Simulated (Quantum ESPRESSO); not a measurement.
# CrO2 (C2/m) in Quantum ESPRESSO: a series of runs

Runs on CrO2. Level: LDA+U. Tasks: single point.

Everything below comes from runs of Quantum ESPRESSO 7.5. Logs are shortened: lines on timing, memory, paths and dates and some standing lists are left out, and cuts for length are marked.

## Step 1: The structure

It takes space group C2/m (No. 12, monoclinic). Conventional cell: a = 4.911 Å, b = 3.010 Å, c = 3.463 Å, α = 90.00°, β = 90.04°, γ = 90.00°. Around Cr (site symmetry 2/m) lie 6 O at 1.83 to 2.03 Å. Around O (site symmetry m) lie 3 Cr at 1.83 to 2.03 Å.

The cell comes from a database or a generator and needn't be the stable form of this composition.

## Step 2: Single point, LDA+U, collinear spin, ferromagnetic start

Contents of pw.in:

```
&CONTROL
  calculation = 'scf'
  prefix = 'pwscf'
  outdir = './tmp'
  pseudo_dir = './pseudo'
  tprnfor = .true.
  tstress = .true.
  disk_io = 'low'
/
&SYSTEM
  ibrav = 0
  nat = 3
  ntyp = 2
  ecutwfc = 45
  ecutrho = 360
  nbnd = 23
  occupations = 'smearing'
  smearing = 'gaussian'
  degauss = 0.00367493
  nspin = 2
  starting_magnetization(1) = 0.1429
  starting_magnetization(2) = 0
  tot_magnetization = 2
/
&ELECTRONS
  conv_thr = 1.2d-07
  electron_maxstep = 120
  mixing_beta = 0.3
  mixing_ndim = 12
/
ATOMIC_SPECIES
Cr    51.9961 cr_lda_v1.5.uspp.F.UPF
O     15.9990 o_lda_v1.2.uspp.F.UPF
CELL_PARAMETERS angstrom
   2.4554341700   -1.5052299900    0.0000000000
   2.4554341700    1.5052299900    0.0000000000
  -0.0024174100    0.0000000000    3.4626770800
ATOMIC_POSITIONS crystal
Cr     0.0000000000    0.0000000000    0.0000000000
O      0.6879000000    0.6879000000    0.2889000000
O      0.3121000000    0.3121000000    0.7111000000
K_POINTS automatic
5 5 4 0 0 0
HUBBARD {ortho-atomic}
U Cr-3d 6.0
```

Contents of pp_density.in:

```
&INPUTPP
  prefix = 'pwscf'
  outdir = './tmp'
  filplot = 'density.dat'
  plot_num = 0
/
&PLOT
  nfile = 1
  filepp(1) = 'density.dat'
  iflag = 3
  output_format = 6
  fileout = 'density.cube'
/
```

Contents of pp_potential.in:

```
&INPUTPP
  prefix = 'pwscf'
  outdir = './tmp'
  filplot = 'potential.dat'
  plot_num = 11
/
&PLOT
  nfile = 1
  filepp(1) = 'potential.dat'
  iflag = 3
  output_format = 6
  fileout = 'potential.cube'
/
```

Contents of pp_spin.in:

```
&INPUTPP
  prefix = 'pwscf'
  outdir = './tmp'
  filplot = 'spin.dat'
  plot_num = 6
/
&PLOT
  nfile = 1
  filepp(1) = 'spin.dat'
  iflag = 3
  output_format = 6
  fileout = 'spin.cube'
/
```

Potentials or basis: GBRV 1.5 LDA.

Run with:

```sh
$ OMP_NUM_THREADS=1 pw.x -in pw.in > pw.out
$ OMP_NUM_THREADS=1 pp.x -in pp_density.in > pp_density.out
$ OMP_NUM_THREADS=1 pp.x -in pp_potential.in > pp_potential.out
$ OMP_NUM_THREADS=1 pp.x -in pp_spin.in > pp_spin.out
```

pw.out:

```text
This program is part of the open-source Quantum ESPRESSO suite
     for quantum simulation of materials; please cite
         "P. Giannozzi et al., J. Phys.:Condens. Matter 21 395502 (2009);
         "P. Giannozzi et al., J. Phys.:Condens. Matter 29 465901 (2017);
         "P. Giannozzi et al., J. Chem. Phys. 152 154105 (2020);
     in publications or presentations arising from this work. More details at

     Message from routine setup:
     using ibrav=0 with symmetry is DISCOURAGED, use correct ibrav instead

     G-vector sticks info
     --------------------
     sticks:   dense  smooth     PW     G-vecs:    dense   smooth      PW
     Sum         765     379    121                19979     7041    1333

     Using Slab Decomposition

     bravais-lattice index     =            0
     lattice parameter (alat)  =       5.4426  a.u.
     unit-cell volume          =     172.7308 (a.u.)^3
     number of atoms/cell      =            3
     number of atomic types    =            2
     number of electrons       =        26.00 (up:  14.00, down:  12.00)
     number of Kohn-Sham states=           23
     kinetic-energy cutoff     =      45.0000  Ry
     charge density cutoff     =     360.0000  Ry
     scf convergence threshold =      1.2E-07
     mixing beta               =       0.3000
     number of iterations used =           12  plain     mixing
     Exchange-correlation= SLA  PZ   NOGX NOGC
                           (   1   1   0   0   0   0   0)
     Hubbard projectors: ortho-atomic
     Hubbard parameters of DFT+U (Dudarev formulation) in eV:
     U(Cr-3d) =  6.0000

     Internal variables: lda_plus_u =T, lda_plus_u_kind = 0

     Internal variables: orbital_resolved =F, hub_pot_fix =F, apply_U = F

     celldm(1)=   5.442567  celldm(2)=   0.000000  celldm(3)=   0.000000
     celldm(4)=   0.000000  celldm(5)=   0.000000  celldm(6)=   0.000000

     crystal axes: (cart. coord. in units of alat)
               a(1) = (   0.852557  -0.522634   0.000000 )
               a(2) = (   0.852557   0.522634   0.000000 )
               a(3) = (  -0.000839   0.000000   1.202284 )

     reciprocal axes: (cart. coord. in units 2 pi/alat)
               b(1) = (  0.586471 -0.956692  0.000409 )
               b(2) = (  0.586471  0.956692  0.000409 )
               b(3) = ( -0.000000  0.000000  0.831750 )

     PseudoPot. # 1 for Cr read from file:
     cr_lda_v1.5.uspp.F.UPF
     Pseudo is Ultrasoft + core correction, Zval = 14.0
     Generated by new atomic code, or converted to UPF format
     Using radial grid of  857 points,  6 beta functions with:
                l(1) =   0
                l(2) =   0
                l(3) =   1
                l(4) =   1
                l(5) =   2
                l(6) =   2
     Q(r) pseudized with  8 coefficients,  rinner =    0.950   0.950   0.950
                                                       0.950   0.950

     PseudoPot. # 2 for O  read from file:
     o_lda_v1.2.uspp.F.UPF
     Pseudo is Ultrasoft + core correction, Zval =  6.0
     Generated by new atomic code, or converted to UPF format
     Using radial grid of  737 points,  5 beta functions with:
                l(1) =   0
                l(2) =   0
                l(3) =   1
                l(4) =   1
                l(5) =   2
     Q(r) pseudized with  8 coefficients,  rinner =    0.900   0.900   0.900
                                                       0.900   0.900

     atomic species   valence    mass     pseudopotential
     Cr               14.00    51.99610     Cr( 1.00)
     O                 6.00    15.99900     O ( 1.00)

     Starting magnetic structure
     atomic species   magnetization
     Cr              0.143
     O               0.000

      4 Sym. Ops., with inversion, found

   Cartesian axes

     site n.     atom                  positions (alat units)
         1        Cr     tau(   1) = (   0.0000000   0.0000000   0.0000000  )
         2        O      tau(   2) = (   1.1727053  -0.0000000   0.3473399  )
         3        O      tau(   3) = (   0.5315692  -0.0000000   0.8549442  )

     number of k points=    33  Gaussian smearing, width (Ry)=  0.0037
                       cart. coord. in units 2pi/alat
        k(    1) = (   0.0000000   0.0000000   0.0000000), wk =   0.0100000
        k(    2) = (   0.0000000   0.0000000   0.2079375), wk =   0.0200000
        k(    3) = (   0.0000000   0.0000000  -0.4158751), wk =   0.0100000
        k(    4) = (   0.1172942   0.1913384   0.0000819), wk =   0.0400000
        k(    5) = (   0.1172942   0.1913384   0.2080194), wk =   0.0400000
        k(    6) = (   0.1172942   0.1913384  -0.4157932), wk =   0.0400000
[... 25 lines left out ...]
        k(   32) = (   0.0000000  -0.7653534   0.2079375), wk =   0.0400000
        k(   33) = (   0.0000000  -0.7653534  -0.4158751), wk =   0.0200000

     Dense  grid:    19979 G-vectors     FFT dimensions: (  36,  36,  40)

     Smooth grid:     7041 G-vectors     FFT dimensions: (  24,  24,  27)

     Check: negative core charge=   -0.000008
     Generating pointlists ...
     new r_m :   0.2622 (alat units)  1.4272 (a.u.) for type    1
     new r_m :   0.2622 (alat units)  1.4272 (a.u.) for type    2

     Initial potential from superposition of free atoms

     starting charge      25.0000, renormalised to      26.0000

     negative rho (up, down):  4.525E-04 3.382E-04

     STARTING HUBBARD OCCUPATIONS:

     =================== HUBBARD OCCUPATIONS ===================
     ------------------------ ATOM    1 ------------------------
     Tr[ns(  1)] (up, down, total) =   3.40000  0.00000  3.40000
     Atomic magnetic moment for atom   1 =   3.40000
     SPIN  1
     eigenvalues:
       0.680  0.680  0.680  0.680  0.680
     eigenvectors (columns):
       1.000  0.000  0.000  0.000  0.000
       0.000  1.000  0.000  0.000  0.000
       0.000  0.000  1.000  0.000  0.000
       0.000  0.000  0.000  1.000  0.000
       0.000  0.000  0.000  0.000  1.000
     occupation matrix ns (before diag.):
       0.680  0.000  0.000  0.000  0.000
       0.000  0.680  0.000  0.000  0.000
[... 6 lines left out ...]
     eigenvectors (columns):
       1.000  0.000  0.000  0.000  0.000
       0.000  1.000  0.000  0.000  0.000
       0.000  0.000  1.000  0.000  0.000
       0.000  0.000  0.000  1.000  0.000
       0.000  0.000  0.000  0.000  1.000
     occupation matrix ns (before diag.):
       0.000  0.000  0.000  0.000  0.000
       0.000  0.000  0.000  0.000  0.000
       0.000  0.000  0.000  0.000  0.000
       0.000  0.000  0.000  0.000  0.000
       0.000  0.000  0.000  0.000  0.000

     Number of occupied Hubbard levels =    3.4000

     Atomic wfc used for Hubbard projectors are orthogonalized

     Starting wfcs are   18 randomized atomic wfcs +    5 random wfcs

     Self-consistent Calculation

     iteration #  1     ecut=    45.00 Ry     beta= 0.30
     Davidson diagonalization with overlap
     ethr =  1.00E-02,  avg # of iterations =  4.9

     =================== HUBBARD OCCUPATIONS ===================
     ------------------------ ATOM    1 ------------------------
     Tr[ns(  1)] (up, down, total) =   2.55086  0.36452  2.91538
     Atomic magnetic moment for atom   1 =   2.18634
     SPIN  1
     eigenvalues:
       0.243  0.276  0.508  0.646  0.877
     eigenvectors (columns):
      -0.000  0.023 -0.948  0.000 -0.317
       0.000  0.800 -0.173 -0.000  0.574
      -0.646  0.000  0.000  0.764  0.000
       0.000  0.599  0.267 -0.000 -0.755
[... 201 lines left out ...]
     iteration # 16     ecut=    45.00 Ry     beta= 0.30
     Davidson diagonalization with overlap
     ethr =  1.85E-09,  avg # of iterations =  1.0

     negative rho (up, down):  0.000E+00 3.856E-03

     Magnetic moment per site  (integrated on atomic sphere of radius R)
     atom   1 (R=0.262)  charge= 10.4450  magn=  2.2920
     atom   2 (R=0.262)  charge=  5.0360  magn= -0.4256
     atom   3 (R=0.262)  charge=  5.0360  magn= -0.4256

     End of self-consistent calculation

     =================== HUBBARD OCCUPATIONS ===================
     ------------------------ ATOM    1 ------------------------
     Tr[ns(  1)] (up, down, total) =   3.56140  0.59159  4.15300
     Atomic magnetic moment for atom   1 =   2.96981
     SPIN  1
     eigenvalues:
       0.373  0.394  0.887  0.934  0.973
     eigenvectors (columns):
       0.000  0.078  0.804  0.000 -0.589
      -0.000  0.813  0.290  0.000  0.504
       0.758  0.000 -0.000  0.652  0.000
      -0.000  0.576 -0.518 -0.000 -0.632
      -0.652 -0.000 -0.000  0.758  0.000
     occupation matrix ns (before diag.):
       0.914 -0.057  0.000  0.010  0.000
      -0.057  0.583 -0.000 -0.258  0.000
[... 6 lines left out ...]
     eigenvectors (columns):
       0.688 -0.000 -0.725  0.000  0.028
      -0.471 -0.000 -0.417  0.000  0.777
      -0.000  0.727 -0.000 -0.687  0.000
       0.552  0.000  0.548 -0.000  0.629
       0.000  0.687 -0.000  0.727 -0.000
     occupation matrix ns (before diag.):
       0.057  0.014 -0.000 -0.009  0.000
       0.014  0.165 -0.000  0.090  0.000
      -0.000 -0.000  0.118  0.000 -0.052
      -0.009  0.090  0.000  0.128 -0.000
       0.000  0.000 -0.052 -0.000  0.124

     Number of occupied Hubbard levels =    4.1530

 ------ SPIN UP ------------

          k = 0.0000 0.0000 0.0000 (   867 PWs)   bands (ev):

   -60.0727 -31.7102 -31.6696 -31.6514  -7.4692  -3.2443   4.6250   6.2663
     6.8734   9.1785   9.8688  11.1816  11.6038  11.8001  12.8931  15.0903
    16.1669  20.2777  22.0377  28.9818  31.3220  32.3463  36.4329
[... 111 lines left out ...]
   -60.0442 -31.8609 -31.7541 -31.6684  -5.0393  -4.9191   5.8204   6.6516
     7.0649   8.0951   8.5545   9.6573  10.4783  11.4156  12.3826  15.1001
    16.1403  24.7439  25.5966  26.7212  30.2802  31.6747  34.3682

          k =-0.1173-0.5740 0.2079 (   886 PWs)   bands (ev):

   -60.0435 -31.8592 -31.7530 -31.6770  -5.0805  -4.7732   5.1864   6.0001
     7.3859   8.6773   9.1321   9.8959  10.3849  10.8590  12.4341  15.1364
    16.6253  24.3112  25.7523  27.3549  28.4977  32.5978  34.5757

          k =-0.1173-0.5740-0.4160 (   886 PWs)   bands (ev):
[... 67 lines left out ...]
   -60.0386 -31.8984 -31.7480 -31.6789  -5.3185  -4.3198   4.8736   5.7456
     7.6994   9.0220   9.3944  10.1958  10.4271  10.8046  11.0893  15.6513
    16.6899  24.0763  26.5990  26.9398  28.4022  32.1256  32.9987

 ------ SPIN DOWN ----------

          k = 0.0000 0.0000 0.0000 (   867 PWs)   bands (ev):

   -57.0450 -28.8449 -28.7122 -28.6887  -7.9362  -3.9286   5.9759   7.4297
     7.8066  10.6016  11.0578  11.9111  16.6779  16.6902  17.3716  17.6645
    18.1096  20.8301  22.4915  29.5495  32.0329  32.8405  37.2652
[... 111 lines left out ...]
   -57.0115 -29.0299 -28.8358 -28.6782  -5.5913  -5.4405   6.3023   7.2097
     7.6817   9.4458   9.5116  10.2197  16.4986  17.2320  17.3443  18.0252
    18.4900  25.0253  26.1578  27.4343  31.1722  32.4717  34.3846

          k =-0.1173-0.5740 0.2079 (   886 PWs)   bands (ev):

   -57.0111 -29.0280 -28.8342 -28.6884  -5.6071  -5.3320   5.9677   6.5191
     7.7066   9.1586  10.1661  10.7447  16.6751  17.3640  17.4699  18.0204
    18.7424  24.8081  26.0279  27.9775  29.1855  32.8304  34.9629

          k =-0.1173-0.5740-0.4160 (   886 PWs)   bands (ev):
[... 67 lines left out ...]
   -57.0055 -29.0956 -28.8030 -28.6941  -5.8493  -4.9006   6.1111   6.3010
     7.5265   8.9124  10.1988  10.5784  17.0740  17.4214  17.6095  18.3138
    18.7459  24.3730  27.0804  27.1846  29.0536  32.4930  33.0681

     the spin up/dw Fermi energies are    11.7142   13.1808 ev

!    total energy              =    -239.73553485 Ry
     estimated scf accuracy    <       0.00000008 Ry
     smearing contrib. (-TS)   =      -0.00007303 Ry
     internal energy E=F+TS    =    -239.73546182 Ry

     The total energy is F=E-TS. E is the sum of the following terms:
     one-electron contribution =     -81.21812940 Ry
     hartree contribution      =      55.88624557 Ry
     xc contribution           =     -36.62857867 Ry
     ewald contribution        =    -178.02956265 Ry
     Hubbard energy            =       0.25456334 Ry

     total magnetization       =     2.00 Bohr mag/cell
     absolute magnetization    =     3.82 Bohr mag/cell

     convergence has been achieved in  16 iterations

     negative rho (up, down):  0.000E+00 3.856E-03

     Forces acting on atoms (cartesian axes, Ry/au):

     atom    1 type  1   force =     0.00000000    0.00000000    0.00000000
     atom    2 type  2   force =    -0.05798486   -0.00000000   -0.08712483
     atom    3 type  2   force =     0.05798486    0.00000000    0.08712483

     Total force =     0.148007     Total SCF correction =     0.000372

     Computing stress (Cartesian axis) and pressure

     negative rho (up, down):  0.000E+00 3.856E-03
          total   stress  (Ry/bohr**3)                   (kbar)     P=      179.31
   0.00171485   0.00000000  -0.00149003          252.26        0.00     -219.19
  -0.00000000   0.00009841   0.00000000           -0.00       14.48        0.00
  -0.00149003   0.00000000   0.00184361         -219.19        0.00      271.20

=------------------------------------------------------------------------------=
   JOB DONE.
=------------------------------------------------------------------------------=
```

Wall time 37 s (1 thread of Arm Neoverse V1, shared host); peak memory 0.15 GiB.

Results:

```yaml
Free_energy: -3261.7681 eV
Pressure: 17.9 GPa
Largest_force: 2.691 eV/Å
Net_moment: 2.00 μB per cell
Absolute_moment: 3.82 μB per cell
Site_moments: Cr +2.29; O -0.43 μB
Valence_electrons_inside_the_program's_atomic_spheres: Cr 10.45; O 5.04
```

Forces on the atoms (eV/Å):
```
Cr   0.000  0.000  0.000
O   -1.491  0.000 -2.240
O    1.491  0.000  2.240
```

Eigenvalues of the final occupation matrices:
| site | spin | trace | eigenvalues |
| --- | --- | --- | --- |
| Cr 1 3d | 1 | 3.56 | 0.37 0.39 0.89 0.93 0.97 |
| Cr 1 3d | 2 | 0.59 | 0.04 0.07 0.07 0.17 0.24 |

Caveat: the k mesh is coarse (spacing up to 0.49 Å⁻¹), so the values aren't converged; the total moment is fixed, so each spin has its own Fermi level; a cell with one magnetic atom can't hold antiferromagnetic order, which such compounds often take; forces of over 1 eV/Å show positions far from the minimum, so gaps and moduli don't describe the material at rest. The state reached can hang on the start; a lower one may exist.

## Step 3: Single point, LDA+U, collinear spin, ferromagnetic start

pw.in, as its differences from that of step 2:

```diff
@@ -6,3 +6,2 @@
   tprnfor = .true.
-  tstress = .true.
   disk_io = 'low'
@@ -23,2 +22,13 @@
   tot_magnetization = 2
+  nosym = .true.
+  starting_ns_eigenvalue(1,1,1) = 0
+  starting_ns_eigenvalue(2,1,1) = 0
+  starting_ns_eigenvalue(3,1,1) = 0
+  starting_ns_eigenvalue(4,1,1) = 1
+  starting_ns_eigenvalue(5,1,1) = 1
+  starting_ns_eigenvalue(1,2,1) = 0
+  starting_ns_eigenvalue(2,2,1) = 0
+  starting_ns_eigenvalue(3,2,1) = 0
+  starting_ns_eigenvalue(4,2,1) = 0
+  starting_ns_eigenvalue(5,2,1) = 0
 /
@@ -29,2 +39,5 @@
   mixing_ndim = 12
+  startingwfc = 'random'
+  mixing_mode = 'local-TF'
+  mixing_fixed_ns = 8
 /
```

pp_density.in is that of step 2.

pp_potential.in is that of step 2.

pp_spin.in is that of step 2.

Potentials or basis: GBRV 1.5 LDA.

Run with:

```sh
$ OMP_NUM_THREADS=1 pw.x -in pw.in > pw.out
$ OMP_NUM_THREADS=1 pp.x -in pp_density.in > pp_density.out
$ OMP_NUM_THREADS=1 pp.x -in pp_potential.in > pp_potential.out
$ OMP_NUM_THREADS=1 pp.x -in pp_spin.in > pp_spin.out
```

It took 3.4 min on 1 thread of Arm Neoverse V1, shared host; peak memory 0.16 GiB.

The run converged. Its results:

```yaml
Free_energy: -3261.7681 eV
Largest_force: 2.694 eV/Å
Net_moment: 2.00 μB per cell
Absolute_moment: 3.82 μB per cell
Site_moments: Cr +2.29; O -0.43 μB
Valence_electrons_inside_the_program's_atomic_spheres: Cr 10.44; O 5.04
```

Forces in eV/Å, atoms in the order of the input:
```
Cr   0.000  0.000  0.000
O   -1.493  0.000 -2.243
O    1.493  0.000  2.243
```

Eigenvalues of the final occupation matrices:
| site | spin | trace | eigenvalues |
| --- | --- | --- | --- |
| Cr 1 3d | 1 | 3.56 | 0.37 0.39 0.89 0.93 0.97 |
| Cr 1 3d | 2 | 0.59 | 0.04 0.07 0.07 0.17 0.24 |

Caveat: the k mesh is coarse (spacing up to 0.49 Å⁻¹), so the values aren't converged; the total moment is fixed, so each spin has its own Fermi level; a cell with one magnetic atom can't hold antiferromagnetic order, which such compounds often take; forces of over 1 eV/Å show positions far from the minimum, so gaps and moduli don't describe the material at rest. The state reached can hang on the start; a lower one may exist.

[end of part 1 of 3]
